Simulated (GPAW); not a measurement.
# V (Im-3m) in GPAW: single point with r2SCAN

Aim: the single point of V with r2SCAN.

Program: GPAW 26.7.0. These are calculated values, not measurements. Logs are shortened: lines on timing, memory, paths and dates and some standing lists are left out, and cuts for length are marked. The log counts tension as positive stress, the text compression.

## (1) The structure

Symmetry: Im-3m, No. 229, cubic system. The conventional cell has a = 3.029 Å, b = 3.029 Å, c = 3.029 Å, α = 90.00°, β = 90.00°, γ = 90.00°. Around V (site symmetry m-3m) lie 8 V at 2.62 Å.

## (2) Single point, r2SCAN, collinear spin, ferromagnetic start

run.py

```python
from ase.dft.bandgap import bandgap
from ase.io import read, write
from ase.units import GPa
from gpaw import GPAW, PW

atoms = read('V.xyz')
atoms.set_initial_magnetic_moments([3.0])

calc = GPAW(mode=PW(450),
            xc='MGGA_X_R2SCAN+MGGA_C_R2SCAN',
            kpts={'size': (10, 10, 10), 'gamma': True},
            occupations={'name': 'fermi-dirac', 'width': 0.05},
            nbands=15,
            maxiter=120,
            txt='gpaw.txt')
atoms.calc = calc
energy = atoms.get_potential_energy()
forces = atoms.get_forces()
stress = atoms.get_stress()
calc.write('gs.gpw')
write('result.traj', atoms)
print(f'Energy: {energy:.6f} eV')
print('Forces (eV/A):')
print(forces.round(4))
print('Stress (GPa):', (stress / GPa).round(3))
print('Moments:', calc.get_magnetic_moments().round(3))
print('Fermi level:', round(calc.get_fermi_level(), 4), 'eV')
print(f'Gap: {bandgap(calc)[0]:.4f} eV, direct: {bandgap(calc, direct=True)[0]:.4f} eV')
```

V.xyz

```xyz
1
Lattice="-1.5143500000 1.5143500000 1.5143500000 1.5143500000 -1.5143500000 1.5143500000 1.5143500000 1.5143500000 -1.5143500000" Properties=species:S:1:pos:R:3 pbc="T T T"
V      0.0000000000      0.0000000000      0.0000000000
```

Potentials or basis: GPAW PAW data sets (gpaw-data 1.2.1), pw.

Started as:

```bash
OMP_NUM_THREADS=1 python run.py
```

gpaw.txt:

```text
__  _  _
 | _ |_)|_||  |
 |__||  | ||/\| - 26.7.0

Input parameters:
  mode=PW(ecut=450.00000000000006),
  kpts=MonkhorstPack(size=(10, 10, 10), gamma=True),
  maxiter=120,
  nbands=15,
  occupations=Occupations(name='fermi-dirac', width=0.05),
  xc=XC(name='MGGA_X_R2SCAN+MGGA_C_R2SCAN')

Diagonalizing LCAO Hamiltonian
Converting LCAO to pw mode

       V

Atoms  # Å, Bohr magnetons
|   | symbol |        x |        y |        z |    initial magnetic moments |
|---|--------|----------|----------|----------|-----------------------------|
| 0 |      V | 0.000000 | 0.000000 | 0.000000 | ( 0.0000,  0.0000,  3.0000) |

Unit cell  # Å
| periodic |         x |         y |         z |  lengths |     angles |
|----------|-----------|-----------|-----------|----------|------------|
|      yes | -1.514350 |  1.514350 |  1.514350 | 2.622931 | 109.471221 |
|      yes |  1.514350 | -1.514350 |  1.514350 | 2.622931 | 109.471221 |
|      yes |  1.514350 |  1.514350 | -1.514350 | 2.622931 | 109.471221 |

Number of symmetries: 48
Symmetry operations  # r_c * U_cc + t_c -> r_c
|    | kind |            matrix            |
|----|------|------------------------------|
|  0 |  σ   |  1, 1, 1,  0, 0,-1,  0,-1, 0 |
|  1 |  C4  |  1, 1, 1,  0, 0,-1, -1, 0, 0 |
|  2 |  C2  |  1, 1, 1,  0,-1, 0,  0, 0,-1 |
|  3 |  S6  |  1, 1, 1,  0,-1, 0, -1, 0, 0 |
|  4 |  S6  |  1, 1, 1, -1, 0, 0,  0, 0,-1 |
|  5 |  C4  |  1, 1, 1, -1, 0, 0,  0,-1, 0 |
|  6 |  E   |  1, 0, 0,  0, 1, 0,  0, 0, 1 |
|  7 |  σ   |  1, 0, 0,  0, 1, 0, -1,-1,-1 |
|  8 |  σ   |  1, 0, 0,  0, 0, 1,  0, 1, 0 |
|  9 |  C3  |  1, 0, 0,  0, 0, 1, -1,-1,-1 |
| 10 |  C3  |  1, 0, 0, -1,-1,-1,  0, 1, 0 |
| 11 |  σ   |  1, 0, 0, -1,-1,-1,  0, 0, 1 |
| 12 |  σ   |  0, 1, 0,  1, 0, 0,  0, 0, 1 |
| 13 |  C2  |  0, 1, 0,  1, 0, 0, -1,-1,-1 |
| 14 |  C3  |  0, 1, 0,  0, 0, 1,  1, 0, 0 |
| 15 |  S4  |  0, 1, 0,  0, 0, 1, -1,-1,-1 |
| 16 |  S4  |  0, 1, 0, -1,-1,-1,  1, 0, 0 |
| 17 |  C3  |  0, 1, 0, -1,-1,-1,  0, 0, 1 |
| 18 |  C3  |  0, 0, 1,  1, 0, 0,  0, 1, 0 |
| 19 |  S4  |  0, 0, 1,  1, 0, 0, -1,-1,-1 |
| 20 |  σ   |  0, 0, 1,  0, 1, 0,  1, 0, 0 |
| 21 |  C3  |  0, 0, 1,  0, 1, 0, -1,-1,-1 |
| 22 |  C2  |  0, 0, 1, -1,-1,-1,  1, 0, 0 |
| 23 |  S4  |  0, 0, 1, -1,-1,-1,  0, 1, 0 |
| 24 |  C4  |  0, 0,-1,  1, 1, 1,  0,-1, 0 |
| 25 |  σ   |  0, 0,-1,  1, 1, 1, -1, 0, 0 |
| 26 |  S6  |  0, 0,-1,  0,-1, 0,  1, 1, 1 |
| 27 |  C2  |  0, 0,-1,  0,-1, 0, -1, 0, 0 |
| 28 |  C4  |  0, 0,-1, -1, 0, 0,  1, 1, 1 |
| 29 |  S6  |  0, 0,-1, -1, 0, 0,  0,-1, 0 |
| 30 |  S6  |  0,-1, 0,  1, 1, 1,  0, 0,-1 |
| 31 |  C4  |  0,-1, 0,  1, 1, 1, -1, 0, 0 |
| 32 |  C4  |  0,-1, 0,  0, 0,-1,  1, 1, 1 |
| 33 |  S6  |  0,-1, 0,  0, 0,-1, -1, 0, 0 |
| 34 |  σ   |  0,-1, 0, -1, 0, 0,  1, 1, 1 |
| 35 |  C2  |  0,-1, 0, -1, 0, 0,  0, 0,-1 |
| 36 |  C2  | -1, 0, 0,  1, 1, 1,  0, 0,-1 |
| 37 |  S6  | -1, 0, 0,  1, 1, 1,  0,-1, 0 |
| 38 |  S6  | -1, 0, 0,  0, 0,-1,  1, 1, 1 |
| 39 |  C2  | -1, 0, 0,  0, 0,-1,  0,-1, 0 |
| 40 |  C2  | -1, 0, 0,  0,-1, 0,  1, 1, 1 |
| 41 |  i   | -1, 0, 0,  0,-1, 0,  0, 0,-1 |
| 42 |  S4  | -1,-1,-1,  1, 0, 0,  0, 1, 0 |
| 43 |  C3  | -1,-1,-1,  1, 0, 0,  0, 0, 1 |
| 44 |  C3  | -1,-1,-1,  0, 1, 0,  1, 0, 0 |
| 45 |  σ   | -1,-1,-1,  0, 1, 0,  0, 0, 1 |
| 46 |  S4  | -1,-1,-1,  0, 0, 1,  1, 0, 0 |
| 47 |  C2  | -1,-1,-1,  0, 0, 1,  0, 1, 0 |

BZ-sampling:
  Number of BZ points: 1000
  Number of IBZ points: 47

  Monkhorst-Pack size: [10, 10, 10]
  Monkhorst-Pack shift: [0.05, 0.05, 0.05]

K-points  # in reciprocal-cell coordinates
|     |                                coordinates |     weight |
|-----|--------------------------------------------|------------|
|   0 | (  0.00000000,   0.00000000,   0.00000000) | 0.00100000 |
|   1 | (  0.10000000,   0.00000000,   0.00000000) | 0.01200000 |
|   2 | (  0.10000000,   0.10000000,  -0.10000000) | 0.00600000 |
|   3 | (  0.20000000,   0.00000000,  -0.10000000) | 0.02400000 |
|   4 | (  0.20000000,   0.00000000,   0.00000000) | 0.01200000 |
|   5 | (  0.20000000,   0.10000000,  -0.10000000) | 0.02400000 |
|   6 | (  0.20000000,   0.20000000,  -0.20000000) | 0.00600000 |
|   7 | (  0.30000000,  -0.10000000,  -0.10000000) | 0.00800000 |
|   8 | (  0.30000000,   0.00000000,  -0.10000000) | 0.04800000 |
|   9 | (  0.30000000,   0.00000000,   0.00000000) | 0.01200000 |
| ... |                                            |            |
|  46 | (  0.50000000,   0.50000000,   0.50000000) | 0.00100000 |

Plane wave coefficients: 321
Cutoff: 450.00000000000006 eV

Spin-components: 2 (collinear spins)
Bands:           15
Projectors:      6
Spin-degeneracy: 1
Datatype:        complex128

Parallelization:
  kpt:    1
  domain: 1
  band:   1

Density:
  Valence electrons: 13.0
  Components: 2
  Grid points: [14 14 14]
  Charge: 0.0  # |e|

Potential:
  Grid points: [14 14 14]

species:
  V:
    name:    Vanadium
    Z:       23.0
    valence: 13
    core:    10
    charge:  0.0  # [|e|]
    compensation charges:
      type: gauss
      rc: 0.37  # [Å]
      lmax: 2
    cutoffs:
      filter: 2.14  # [Å]
      core: 0.96  # [Å]
    projectors
    | kind |    occ | energy [eV] | rcut [Å] |
    |------|--------|-------------|----------|
    |   3s |  2.000 |     -70.222 |    1.254 |
    |   4s |  2.000 |      -4.702 |    1.254 |
    |   3p |  6.000 |     -44.043 |    1.281 |
    |   4p |  0.000 |      -1.444 |    1.281 |
    |   3d |  3.000 |      -5.164 |    1.169 |
    |    d |        |      22.047 |    1.169 |

    Using partial waves for V as LCAO basis

Reference energy: -25820.495562  # eV

eigensolver:
  PPCG
  Converge bands: occupied
  niter=2

density mixing:
  MSR1-Mixer
  Pratt-step length: 0.05
  Maximum mixing coefficient: 0.75
  Old densities: 10
  SVD Regularization: 0.005
  Good broyden scale: 1.0
  Trust region scale: 1.0
  Backstep threshold: 4.0
  History deletion threshold: 6.0
  Fourier metric: weight=20.0, sigma=0.015

occupation numbers:
  Fermi-Dirac:
    width: 0.0500  # eV

poisson solver:
  ecut: 3600.0000000000005  # eV

xc functional:
  name: MGGA_X_R2SCAN+MGGA_C_R2SCAN with 2 nearest neighbor stencil

convergence criteria:
- Maximum [total energy] change in last 3 cyles: 0.0005 eV / valence electron
- Maximum integral of absolute [dens]ity change: 0.0001 electrons / valence electron
- Maximum integral of absolute [eigenst]ate change: 4e-08 eV^2 / valence electron
maximum number of iterations: 120

SCF iterations
|iter     | |      energy | eigst |  dens |  magmom |
|---------|-|-------------|-------|-------|---------|
|iter:   1| |  -14.748065 | +0.29 |       |  +3.0106|
|iter:   2| |  -12.262880 | -1.44 | -0.78 |  +2.9377|
|iter:   3| |  -12.965397 | -1.60 | -0.79 |  +1.5472|
|iter:   4| |  -13.025820 | -1.85 | -1.10 |  +0.3422|
|iter:   5| |  -13.088504 | -2.22 | -1.51 |  +0.6309|
|iter:   6| |  -13.099722 | -2.99 | -1.80 |  +0.5620|
|iter:   7| |  -13.101964 | -3.82 | -2.36 |  +0.5292|
|iter:   8| |  -13.104861c| -3.09 | -2.57 |  +0.4772|
|iter:   9| |  -13.106253c| -4.13 | -2.65 |  +0.4357|
|iter:  10| |  -13.110181c| -3.13 | -2.62 |  +0.2536|
|iter:  11| |  -13.115246 | -3.43 | -2.50 |  +0.0552|
|iter:  12| |  -13.116385c| -3.09 | -2.81 |  -0.1046|
|iter:  13| |  -13.118196c| -3.25 | -2.42 |  +0.0565|
|iter:  14| |  -13.116110c| -4.21 | -2.61 |  +0.1380|
|iter:  15| |  -13.119380c| -3.68 | -2.42 |  +0.0232|
|iter:  16| |  -13.119634c| -4.78 | -3.02 |  +0.0428|
|iter:  17| |  -13.119955c| -4.34 | -2.77 |  -0.0065|
|iter:  18| |  -13.119926c| -5.19 | -3.48 |  -0.0214|
|iter:  19| |  -13.119994c| -6.08 | -3.05 |  -0.0154|
|iter:  20| |  -13.120030c| -6.05 | -3.20 |  -0.0069|
|iter:  21| |  -13.120046c| -6.10 | -3.58 |  -0.0004|
|iter:  22| |  -13.120048c| -6.79 | -4.19c|  +0.0003|
|iter:  23| |  -13.120048c| -7.58c| -4.46c|  -0.0001|

Converged in 23 steps
Energy contributions relative to reference atoms: (reference = -25820.495562)

Energy contributions:
  Kinetic:          -3.821948
  Coulomb:           2.389446
  Zero:              0.155623
  External:          0.000000
  Xc:              -11.838223
  Entropy:          -0.009891
  Spinorbit:         0.000000
  ----------------------------
  Free energy:     -13.124993
  Extrapolated:    -13.120048

dipole moment: (-3.680301, -3.680301, -3.680301)  # |e|*Ang

Total magnetic moment: (0.000000, 0.000000, -0.000094)

Local magnetic moments
|        x |        y |         z |
|----------|----------|-----------|
| 0.000000 | 0.000000 | -0.000103 |  # V    0

Fermi level: 9.087
Eigenvalues  # (at kpt = [0.000, 0.000, 0.000])
| band index |      eig [eV] | occ [0-1] |      eig [eV] | occ [0-1] |
|------------|---------------|-----------|---------------|-----------|
|          0 |       -57.325 |     1.000 |       -57.325 |     1.000 |
|          1 |       -29.527 |     1.000 |       -29.528 |     1.000 |
|          2 |       -29.527 |     1.000 |       -29.527 |     1.000 |
|          3 |       -29.527 |     1.000 |       -29.527 |     1.000 |
|          4 |         2.145 |     1.000 |         2.145 |     1.000 |
|          5 |         9.546 |     0.000 |         9.545 |     0.000 |
|          6 |         9.546 |     0.000 |         9.545 |     0.000 |
|          7 |         9.546 |     0.000 |         9.545 |     0.000 |
|          8 |        11.634 |     0.000 |        11.634 |     0.000 |
|          9 |        11.634 |     0.000 |        11.634 |     0.000 |
|         10 |        30.550 |     0.000 |        30.550 |     0.000 |
|         11 |        30.550 |     0.000 |        30.550 |     0.000 |
|         12 |        30.550 |     0.000 |        30.550 |     0.000 |
|        ... |               |           |               |           |
|         14 |        37.154 |     0.000 |        37.154 |     0.000 |

No gap
No difference between direct/indirect transitions

Forces  # eV/Ang
|       x |       y |       z |
|---------|---------|---------|
| 0.00000 | 0.00000 | 0.00000 |  # V    0

Stress tensor  # eV/Ang^3
|         x |         y |         z |
|-----------|-----------|-----------|
|  0.034706 |  0.000000 | -0.000000 |
|  0.000000 |  0.034706 | -0.000000 |
| -0.000000 | -0.000000 |  0.034706 |

# Writing to gs.gpw (mode='')
```

Run time: 38 s. Hardware: 1 thread of Intel Xeon 6975P-C (Granite Rapids), shared host; peak memory 0.21 GiB.

What came out:

- Free energy: -13.1250 eV
- Pressure: -5.6 GPa
- Band gap on the k mesh: none (metal or under the smearing width)
- Net moment: 0.00 μB per cell

Levels at points of the mesh, in eV from the Fermi level:
Spin up:
```tsv
k point	band 4	band 5	band 6	band 7	band 8	band 9
(0.00, 0.00, 0.00)	-38.61	-6.94	0.46	0.46	0.46	2.55
(0.50, 0.50, 0.00)	-38.62	-3.20	-1.09	1.41	2.52	2.90
(0.50, 0.50, 0.50)	-39.19	-2.94	-2.94	3.73	3.73	3.73
```
Spin down:
```csv
k point,band 4,band 5,band 6,band 7,band 8,band 9
"(0.00, 0.00, 0.00)",-38.61,-6.94,0.46,0.46,0.46,2.55
"(0.50, 0.50, 0.00)",-38.62,-3.20,-1.09,1.41,2.52,2.90
"(0.50, 0.50, 0.50)",-39.19,-2.94,-2.94,3.73,3.73,3.73
```

Caveat: the cutoff is short for stress and forces, so pressures can be off by a GPa or more; the PAW data sets were made with another functional, which shifts forces and pressure a little.
